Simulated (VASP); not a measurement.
Input of a VASP 6.6.1 run:

POSCAR

```
HgTe
1.0
    0.0000000000      3.2145000000      3.2145000000
    3.2145000000      0.0000000000      3.2145000000
    3.2145000000      3.2145000000      0.0000000000
Hg Te
1 1
Direct
    0.0000000000      0.0000000000      0.0000000000
    0.7500000000      0.7500000000      0.7500000000
```

File INCAR.step1:

```
  ALGO = Fast
  EDIFF = 1E-8
  EDIFFG = -0.002
  ENCUT = 600
  GGA = PE
  IBRION = 2
  ISIF = 3
  ISMEAR = -1
  LASPH = T
  LCHARG = F
  LREAL = F
  LWAVE = F
  NELM = 60
  NSW = 40
  PREC = Accurate
  SIGMA = 0.05
```

File INCAR.step2:

```
  ALGO = Fast
  EDIFF = 1E-8
  ENCUT = 600
  GGA = PE
  IBRION = 6
  ISIF = 3
  ISMEAR = -1
  LASPH = T
  LCHARG = F
  LREAL = F
  LWAVE = F
  NELM = 60
  NFREE = 2
  NSW = 1
  POTIM = 0.015
  PREC = Accurate
  SIGMA = 0.05
```

KPOINTS

```
k-points
0
Gamma
  5 5 5
```

Potentials or basis: VASP PAW PBE potentials, release 64 (Hg, Te).

Run with:

```console
$ cat potpaw_PBE.64/Hg/POTCAR potpaw_PBE.64/Te/POTCAR > POTCAR
$ cp INCAR.step1 INCAR
$ mpirun -np 1 vasp_std > vasp.out
$ cp CONTCAR POSCAR
$ cp INCAR.step2 INCAR
$ mpirun -np 1 vasp_std > vasp.out
```

Question: What does it give for the elastic constants C11, C12, C44?

Answer: 43, 29, 18 GPa.

Question: Predict the Voigt bulk modulus.

Answer: 34 GPa.

Question: What does it give for the highest phonon frequency at Γ, LO-TO splitting left out?

Answer: 96 cm⁻¹.

Question: Predict the relaxed cell.

Answer: a = 4.711 Å, b = 4.711 Å, c = 4.711 Å, α = 60.00°, β = 60.00°, γ = 60.00°.

The path:
| step | energy change (eV) | largest force (eV/Å) | pressure (GPa) | volume (Å³) |
| --- | --- | --- | --- | --- |
| 1 | 0.0000 | 0.0000 | 4.82 | 66.43 |
| 2 | -0.0924 | 0.0000 | -1.06 | 76.51 |
| 3 | -0.1011 | 0.0000 | 0.02 | 73.90 |
| 4 | -0.1011 | 0.0000 | -0.05 | 74.05 |
| 5 | -0.1012 | 0.0000 | 0.00 | 73.94 |

The run has no spin-orbit coupling, so splittings on Hg, Te are missing.
